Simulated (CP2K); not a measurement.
# BeTe (F-43m) in CP2K: notebook

The runs below take BeTe through band structure, with PBE, LDA, PBEsol, r2SCAN, TB-mBJ.

All numbers are computed with CP2K 2026.2; they aren't measurements. Logs are shortened: lines on timing, memory, paths and dates and some standing lists are left out, and cuts for length are marked.

## 1. The structure

The structure is cubic, space group F-43m (No. 216). Conventional cell: a = 5.540 Å, b = 5.540 Å, c = 5.540 Å, α = 90.00°, β = 90.00°, γ = 90.00°. Te (site symmetry -43m) is surrounded by 4 Be at 2.40 Å. Be (site symmetry -43m) is surrounded by 4 Te at 2.40 Å.

## 2. Band structure, PBE

File bete_bands.inp:

```
&GLOBAL
  PROJECT bete_bands
  RUN_TYPE ENERGY_FORCE
  PRINT_LEVEL LOW
&END GLOBAL
&FORCE_EVAL
  METHOD QS
  STRESS_TENSOR ANALYTICAL
  &DFT
    BASIS_SET_FILE_NAME BASIS_MOLOPT_UZH
    POTENTIAL_FILE_NAME POTENTIAL_UZH
    &MGRID
      CUTOFF 850
      REL_CUTOFF 60
      NGRIDS 5
    &END MGRID
    &QS
      METHOD GPW
      EPS_DEFAULT 1.0E-10
    &END QS
    &KPOINTS
      SCHEME MONKHORST-PACK 8 8 8
      GAMMA_CENTERED T
      SYMMETRY T
      SYMMETRY_BACKEND SPGLIB
    &END KPOINTS
    &SCF
      SCF_GUESS ATOMIC
      EPS_SCF 1.0E-6
      MAX_SCF 100
      ADDED_MOS 10
      CHOLESKY OFF
      EPS_EIGVAL 1.0E-7
      &DIAGONALIZATION ON
        ALGORITHM STANDARD
      &END DIAGONALIZATION
      &MIXING ON
        METHOD BROYDEN_MIXING
        ALPHA 0.4
        BETA 1.5
        NBUFFER 8
      &END MIXING
      &SMEAR ON
        METHOD FERMI_DIRAC
        ELECTRONIC_TEMPERATURE [K] 300.557
      &END SMEAR
    &END SCF
    &XC
      &XC_FUNCTIONAL
        &GGA_X_PBE
        &END GGA_X_PBE
        &GGA_C_PBE
        &END GGA_C_PBE
      &END XC_FUNCTIONAL
    &END XC
    &PRINT
      &KPOINTS ON
      &END KPOINTS
      &MULLIKEN ON
      &END MULLIKEN
      &MO ON
        ENERGIES T
        OCCUPATION_NUMBERS T
        &EACH
          QS_SCF 0
        &END EACH
        ADD_LAST NUMERIC
      &END MO
      &LOWDIN ON
      &END LOWDIN
      &HIRSHFELD ON
        SHAPE_FUNCTION DENSITY
      &END HIRSHFELD
      &BAND_STRUCTURE
        FILE_NAME bands.bs
        ADDED_MOS 6
        &KPOINT_SET
          UNITS B_VECTOR
          NPOINTS 6
          SPECIAL_POINT GAMMA 0.00000000 0.00000000 0.00000000
          SPECIAL_POINT X 0.50000000 0.00000000 0.50000000
          SPECIAL_POINT W 0.50000000 0.25000000 0.75000000
          SPECIAL_POINT K 0.37500000 0.37500000 0.75000000
          SPECIAL_POINT GAMMA 0.00000000 0.00000000 0.00000000
          SPECIAL_POINT L 0.50000000 0.50000000 0.50000000
          SPECIAL_POINT U 0.62500000 0.25000000 0.62500000
          SPECIAL_POINT W 0.50000000 0.25000000 0.75000000
          SPECIAL_POINT L 0.50000000 0.50000000 0.50000000
          SPECIAL_POINT K 0.37500000 0.37500000 0.75000000
        &END KPOINT_SET
        &KPOINT_SET
          UNITS B_VECTOR
          NPOINTS 6
          SPECIAL_POINT U 0.62500000 0.25000000 0.62500000
          SPECIAL_POINT X 0.50000000 0.00000000 0.50000000
        &END KPOINT_SET
      &END BAND_STRUCTURE
    &END PRINT
  &END DFT
  &SUBSYS
    &CELL
      ABC 3.9173715678 3.9173715678 3.9173715678
      ALPHA_BETA_GAMMA 59.9999999997 59.9999999998 60.0000000002
      PERIODIC XYZ
    &END CELL
    &COORD
      Te  5.8760573517 3.3925432938 2.3988903685
      Be  0.0000000000 0.0000000000 0.0000000000
    &END COORD
    &KIND Te
      BASIS_SET TZVP-MOLOPT-PBE-GTH-q6
      POTENTIAL GTH-PBE-q6
    &END KIND
    &KIND Be
      BASIS_SET TZVP-MOLOPT-PBE-GTH-q4
      POTENTIAL GTH-PBE-q4
    &END KIND
    &PRINT
      &ATOMIC_COORDINATES ON
      &END ATOMIC_COORDINATES
      &CELL ON
      &END CELL
    &END PRINT
  &END SUBSYS
  &PRINT
    &FORCES ON
    &END FORCES
    &STRESS_TENSOR ON
    &END STRESS_TENSOR
  &END PRINT
&END FORCE_EVAL
```

Potentials or basis: POTENTIAL_UZH Te GTH-PBE-q6, Be GTH-PBE-q4; TZVP-MOLOPT-PBE-GTH basis.

Command:

```console
> OMP_NUM_THREADS=2 cp2k.psmp -i bete_bands.inp -o bete_bands.out
```

bete_bands.out:

```text

 CP2K| version string:                                       CP2K version 2026.2
 CP2K| Input file name                                            bete_bands.inp

 GLOBAL| Force Environment number                                              1
 GLOBAL| Basis set file name                                    BASIS_MOLOPT_UZH
 GLOBAL| Potential file name                                       POTENTIAL_UZH
 GLOBAL| MM Potential file name                                     MM_POTENTIAL
 GLOBAL| Coordinate file name                                      __STD_INPUT__
 GLOBAL| Method name                                                        CP2K
 GLOBAL| Project name                                                 bete_bands
 GLOBAL| Run type                                                   ENERGY_FORCE
 GLOBAL| FFT library                                                       FFTW3
[... 5 lines left out ...]
 GLOBAL| Global print level                                                  LOW
 GLOBAL| Total number of message passing processes                             1
 GLOBAL| Number of threads for this process                                    2
 GLOBAL| CPU model name                     Intel(R) Xeon(R) Processor @ 2.70GHz

 CELL| Volume [angstrom^3]:                                            42.507866
 CELL| Vector a [angstrom]:       3.917     0.000     0.000   |a| =     3.917372
 CELL| Vector b [angstrom]:       1.959     3.393     0.000   |b| =     3.917372
 CELL| Vector c [angstrom]:       1.959     1.131     3.199   |c| =     3.917372
 CELL| Angle (b,c), alpha [degree]:                                    60.000000
 CELL| Angle (a,c), beta  [degree]:                                    60.000000
 CELL| Angle (a,b), gamma [degree]:                                    60.000000
 CELL| Numerically orthorhombic:                                              NO
 CELL| Periodicity                                                           XYZ

 CELL_REF| Volume [angstrom^3]:                                        42.507866
 CELL_REF| Vector a [angstrom     3.917     0.000     0.000   |a| =     3.917372
 CELL_REF| Vector b [angstrom     1.959     3.393     0.000   |b| =     3.917372
 CELL_REF| Vector c [angstrom     1.959     1.131     3.199   |c| =     3.917372
 CELL_REF| Angle (b,c), alpha [degree]:                                60.000000
 CELL_REF| Angle (a,c), beta  [degree]:                                60.000000
 CELL_REF| Angle (a,b), gamma [degree]:                                60.000000
 CELL_REF| Numerically orthorhombic:                                          NO
 CELL_REF| Periodicity                                                       XYZ
[... 9 lines left out ...]
 TOTAL NUMBERS AND MAXIMUM NUMBERS

  Total number of            - Atomic kinds:                                   2
                             - Atoms:                                          2
                             - Shell sets:                                     2
                             - Shells:                                        12
                             - Primitive Cartesian functions:                 10
                             - Cartesian basis functions:                     25
                             - Spherical basis functions:                     24

  Maximum angular momentum of- Orbital basis functions:                        2
                             - Local part of the GTH pseudopotential:          6
                             - Non-local part of the GTH pseudopotential:      4

 MODULE QUICKSTEP: ATOMIC COORDINATES IN ANGSTROM

   Atom Kind Element         X             Y             Z       Z(eff)     Mass
      1    1 Te   52      5.876057      3.392543      2.398890   6.0000 127.6000
      2    2 Be    4      0.000000      0.000000      0.000000   4.0000   9.0122

 SCF PARAMETERS         Density guess:                                    ATOMIC
                        --------------------------------------------------------
                        max_scf:                                             100
                        max_scf_history:                                       0
                        max_diis:                                              4
[... 5 lines left out ...]
                        --------------------------------------------------------
                        level_shift [a.u.]:                             0.000000
                        added MOs                                        10    0
                        --------------------------------------------------------
                        Mixing method:                            BROYDEN_MIXING
                                                charge density mixing in g-space
                        --------------------------------------------------------
                        Smear method:                                FERMI_DIRAC
[... 79 lines left out ...]
  Core density on regular grids:                9.9999999981       -0.0000000019
  Total charge density on r-space grids:       -0.0000000015
  Total charge density g-space grids:          -0.0000000015

  Overlap energy of the core charge distribution:               0.00000000014236
  Self energy of the core charge distribution:                -31.54934259054171
  Core Hamiltonian energy:                                      4.05759805739012
  Hartree energy:                                               9.30257588195644
  Exchange-correlation energy:                                 -4.66267917538388
  Electronic entropic energy:                                  -0.00000000000000
  Fermi energy:                                                 0.21964151709933

  Total energy:                                               -22.85184782643667
  Total energy (extrapolated to T->0):                        -22.85184782643667

 MO| EIGENVALUES AND OCCUPATION NUMBERS FOR K POINT 1
 MO|
 MO|  Index      Eigenvalue [a.u.]        Eigenvalue [eV]             Occupation
 MO|      1              -3.526060             -95.948974               2.000000
 MO|      2              -0.251654              -6.847864               2.000000
 MO|      3              -0.021206              -0.577047               2.000000
 MO|      4               0.131050               3.566046               2.000000
 MO|      5               0.131050               3.566050               2.000000
 MO|      6               0.291790               7.940009               0.000000
 MO|      7               0.366428               9.971026               0.000000
 MO|      8               0.366429               9.971033               0.000000
 MO|      9               0.537228              14.618710               0.000000
 MO|     10               0.633011              17.225116               0.000000
 MO|     11               0.666696              18.141720               0.000000
 MO|     12               0.666696              18.141726               0.000000
 MO|     13               0.814711              22.169410               0.000000
[... 277 lines left out ...]
 MO|      5               0.104020               2.830526               2.000000
 MO|      6               0.337919               9.195234               0.000000
 MO|      7               0.370951              10.094096               0.000000
 MO|      8               0.429661              11.691658               0.000000
 MO|      9               0.465691              12.672109               0.000000
 MO|     10               0.608488              16.557799               0.000000
 MO|     11               0.641264              17.449687               0.000000
 MO|     12               0.750247              20.415247               0.000000
 MO|     13               0.848156              23.079501               0.000000
 MO|     14               0.918667              24.998195               0.000000
 MO|     15               0.992683              27.012274               0.000000
 MO| Sum:                                                              10.000000
 MO| E(Fermi):            0.219642 a.u.          5.976750 eV
 MO| Band gap:            0.233899 a.u.          6.364707 eV

 [... the levels of further k-points ...]

 !-----------------------------------------------------------------------------!
                     Mulliken Population Analysis

 #  Atom  Element  Kind  Atomic population                           Net charge
       1     Te       1          6.352674                             -0.352674
       2     Be       2          3.647326                              0.352674
 # Total charge                             10.000000                  0.000000

 !-----------------------------------------------------------------------------!

 !-----------------------------------------------------------------------------!
                           Hirshfeld Charges

  #Atom  Element  Kind  Ref Charge     Population                    Net charge
      1       Te     1       6.000          6.001                        -0.001
      2       Be     2       4.000          3.999                         0.001

  Total Charge                                                           -0.000
 !-----------------------------------------------------------------------------!

 LOWDIN POPULATION ANALYSIS

 #  Atom  Element  Kind  Atomic population                           Net charge
       1     Te       1          5.861664                              0.138336
       2     Be       2          4.138336                             -0.138336
 # Total charge                             10.000000                 -0.000000

 KPOINTS| Band Structure Calculation
 KPOINTS| Number of k-point sets                                               2
 KPOINTS| Number of added MOs/bands                                            6
 KPOINTS| Number of k-points in set    1                                      55
 KPOINTS| In units of b-vector [2pi/Bohr]
 KPOINTS| Special point     1       GAMMA     0.000000     0.000000     0.000000
 KPOINTS| Special point     2           X     0.500000     0.000000     0.500000
 KPOINTS| Special point     3           W     0.500000     0.250000     0.750000
 KPOINTS| Special point     4           K     0.375000     0.375000     0.750000
 KPOINTS| Special point     5       GAMMA     0.000000     0.000000     0.000000
 KPOINTS| Special point     6           L     0.500000     0.500000     0.500000
 KPOINTS| Special point     7           U     0.625000     0.250000     0.625000
 KPOINTS| Special point     8           W     0.500000     0.250000     0.750000
 KPOINTS| Special point     9           L     0.500000     0.500000     0.500000
 KPOINTS| Special point    10           K     0.375000     0.375000     0.750000
 KPOINTS| Number of k-points in set    2                                       7
 KPOINTS| In units of b-vector [2pi/Bohr]
 KPOINTS| Special point     1           U     0.625000     0.250000     0.625000
 KPOINTS| Special point     2           X     0.500000     0.000000     0.500000

 ENERGY| Total FORCE_EVAL ( QS ) energy [hartree]            -22.851845975523503

 FORCES| Atomic forces [hartree/bohr]
 FORCES|   Atom     x               y               z               |f|
 FORCES|      1 -3.69342464E-08 -4.10618240E-08 -4.00665684E-08   6.82315312E-08
 FORCES|      2  3.42409136E-08  3.95069050E-08  3.89670072E-08   6.52047802E-08
 FORCES| Sum    -2.69333275E-09 -1.55491903E-09 -1.09956117E-09
 FORCES| Total atomic force                                       3.29861323E-09

 STRESS| Analytical stress tensor [bar]
 STRESS|                        x                   y                   z
 STRESS|      x        5.51624758465E+04   2.04974725000E+00   1.43977891390E+00
 STRESS|      y        2.04974725000E+00   5.51631176556E+04   2.67741722871E+00
 STRESS|      z        1.43977891390E+00   2.67741722871E+00   5.51608038675E+04
 STRESS| 1/3 Trace                                             5.51621324565E+04
 STRESS| Determinant                                           1.67850692829E+14

 STRESS| Eigenvectors and eigenvalues of the analytical stress tensor [bar]
 STRESS|                        1                   2                   3
 STRESS| Eigenvalues   5.51590415567E+04   5.51609021930E+04   5.51664536199E+04
 STRESS|      x          -0.032747701914     -0.845635767753      0.532754855742
 STRESS|      y          -0.537160732847      0.464402633816      0.704122532513
 STRESS|      z           0.842843956558      0.263116593933      0.469450447748
```

Run time: 24 s. Hardware: 2 threads of Intel Xeon at 2.70GHz, shared host; peak memory 0.45 GiB.

What came out:

```yaml
Free_energy: -621.8304 eV
Pressure: 5.5 GPa
Band_gap_on_the_k_mesh: 2.54 eV, indirect (least direct gap 3.93 eV)
Band_gap_along_the_path: 2.54 eV, indirect (least direct gap 3.93 eV)
Mulliken_charges: Te -0.35; Be +0.35 e
```

Levels at the corners of the path, in eV from the valence-band top:
```csv
point,band 2,band 3,band 4,band 5,band 6,band 7,band 8,band 9
Γ,-12.69,0.00,0.00,0.00,3.93,3.93,3.93,4.10
X,-10.64,-5.45,-2.85,-2.85,2.62,2.83,10.68,10.68
W,-10.60,-4.89,-3.98,-3.49,6.45,6.61,6.70,6.80
K,-10.67,-5.08,-4.19,-2.41,3.14,6.24,9.05,9.36
Γ,-12.69,0.00,0.00,0.00,3.93,3.93,3.93,4.10
L,-11.20,-5.93,-1.22,-1.22,3.21,5.34,5.34,10.81
U,-10.67,-5.08,-4.19,-2.41,3.14,6.24,9.05,9.36
W,-10.60,-4.89,-3.98,-3.49,6.45,6.61,6.70,6.80
L,-11.20,-5.93,-1.22,-1.22,3.21,5.34,5.34,10.81
K,-10.67,-5.08,-4.19,-2.41,3.14,6.24,9.05,9.36
U,-10.67,-5.08,-4.19,-2.41,3.14,6.24,9.05,9.36
X,-10.64,-5.45,-2.85,-2.85,2.62,2.83,10.68,10.68
```

Caveat: Mulliken charges move with the basis; spin-orbit coupling is left out, which moves the levels of the heavy elements; the basis of atomic orbitals isn't converged, which shifts pressures, moduli and gaps. As with any semilocal functional, this PBE gap is likely too small.

[end of part 1 of 3]
